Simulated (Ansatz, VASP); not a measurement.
**Os: VASP beside Ansatz**

The input INCAR:

```
PREC = Accurate
ENCUT = 520
EDIFF = 1E-6
ISMEAR = -1
SIGMA = 0.05
LREAL = False
LASPH = True
NELM = 60
ALGO = Fast
ISIF = 2
LWAVE = False
LCHARG = False
GGA = PE
NBANDS = 15
```

KPOINTS

```
Automatic mesh
0
Gamma
  9 9 5
```

Contents of POSCAR:

```
Os
1.0
    2.7341000000      0.0000000000      0.0000000000
   -1.3670500000      2.3678000565      0.0000000000
    0.0000000000      0.0000000000      4.2765030000
Os
2
Direct
    0.6666666667      0.3333333333      0.7500000000
    0.3333333333      0.6666666667      0.2500000000
```

File input.yaml:

```yaml
crystal:
  lattice:
    - [2.7341, 0.0, 0.0]
    - [-1.36705, 2.3678000565, 0.0]
    - [0.0, 0.0, 4.276503]
  atoms:
    - { symbol: Os, position: [0.6666666667, 0.3333333333, 0.75] }
    - { symbol: Os, position: [0.3333333333, 0.6666666667, 0.25] }
hamiltonian:
  xc: pbe
  pseudopotentials: { kind: paw }
kpoints:
  mp_grid: { grid: [9, 9, 5] }
  band_path:
    path:
      - [[0.0, 0.0, 0.0], [0.5, 0.0, 0.0], [0.3333333333, 0.3333333333, 0.0], [0.0, 0.0, 0.0], [0.0, 0.0, 0.5], [0.5, 0.0, 0.5], [0.3333333333, 0.3333333333, 0.5], [0.0, 0.0, 0.5]]
      - [[0.5, 0.0, 0.5], [0.5, 0.0, 0.0]]
      - [[0.3333333333, 0.3333333333, 0.0], [0.3333333333, 0.3333333333, 0.5]]
    npoints: 14
scf:
  occupations: { method: fermi_dirac, width: 0.05 }
  n_extra_bands: 6
output:
  forces: true
  stress: true
  eigenvalues: true
  fatbands: false
```

Alike in both runs: functional PBE; k mesh 9 × 9 × 5; occupations fermi-dirac, width 0.05 eV; no spin polarisation.

|  | VASP | Ansatz |
| --- | --- | --- |
| version | VASP 6.6.1 | Ansatz 0.2.0 |
| potentials or method | VASP PAW PBE potentials, release 64 (Os) | Ansatz PAW |
| plane-wave cutoff (eV) | 520 | 420 |
| valence electrons in the cell | 16 | 32 |
| task | single point | band structure |

|  | VASP | Ansatz | Ansatz less VASP |
| --- | --- | --- | --- |
| gap on the k mesh at the Fermi level (eV) | none | none | - |
| pressure (GPa) | 13.3 | 13.2 | -0.11 |
| largest component of the traceless stress (GPa) | 5.60 | 5.73 | +0.125 |

A gap of «none» marks a metal or a gap that the smearing closes. The two sets of potentials don't hold the same shells in valence.

Caveats: spin-orbit coupling is left out, which moves the levels of the heavy elements (Ansatz). The runs have no spin-orbit coupling, so splittings on Os are missing.
